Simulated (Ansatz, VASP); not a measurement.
Ba in VASP and in Ansatz

The input INCAR:

```
SYSTEM = Ba
PREC     = Accurate       ! precision mode
ENCUT    = 520            ! plane-wave cutoff, eV
EDIFF    = 1E-6           ! SCF threshold, eV
ISMEAR   = -1             ! smearing method
SIGMA    = 0.05           ! smearing width, eV
LREAL    = .False.        ! projectors in reciprocal space
LASPH    = .True.         ! aspherical terms in the spheres
NELM     = 100            ! most SCF steps
ALGO     = Fast           ! electronic algorithm
ISIF     = 2              ! what is computed and relaxed
LWAVE    = .False.        ! write WAVECAR
LCHARG   = .False.        ! write CHGCAR
NBANDS   = 11             ! bands
```

The input KPOINTS:

```
regular mesh
0
Gamma
  8 8 8
  0 0 0
```

POSCAR

```
Ba
1.0
   -2.5556595394      2.5556595394      2.5556595394
    2.5556595394     -2.5556595394      2.5556595394
    2.5556595394      2.5556595394     -2.5556595394
Ba
1
Direct
    0.0000000000      0.0000000000      0.0000000000
```

The input input.yaml:

```yaml
crystal:
  lattice:
    - [-2.5556595394, 2.5556595394, 2.5556595394]
    - [2.5556595394, -2.5556595394, 2.5556595394]
    - [2.5556595394, 2.5556595394, -2.5556595394]
  atoms:
    - { symbol: Ba, position: [0.0, 0.0, 0.0] }
kpoints:
  mp_grid: { grid: [8, 8, 8] }
scf:
  occupations: { method: fermi_dirac, width: 0.05 }
hamiltonian:
  xc: lda
  pseudopotentials: { kind: all_electron, lapw: { basis_error: 0.001 } }
output:
  forces: true
  stress: true
  eigenvalues: true
```

Change from the starting cell: volume scaled by 1.06.

Alike in both runs: task single point; functional LDA; k mesh 8 × 8 × 8; occupations fermi-dirac, width 0.05 eV; no spin polarisation.

```csv
,VASP,Ansatz
version,VASP 6.6.1,Ansatz 0.2.0
potentials or method,"VASP PAW LDA potentials, release 64 (Ba_sv)","all-electron LAPW, scalar-relativistic"
plane-wave cutoff (eV),520,see its input
```

Ansatz gave:

```
gap on the k mesh at the Fermi level (eV) : none
pressure (GPa)                            : -1.7
```

Which values does VASP return?

gap on the k mesh at the Fermi level (eV): none; pressure (GPa): -1.6.

A gap of «none» marks a metal or a gap that the smearing closes. Ansatz ran all-electron here, so the differences hold the error of VASP's frozen core and of both bases.

The runs have no spin-orbit coupling, so splittings on Ba are missing.
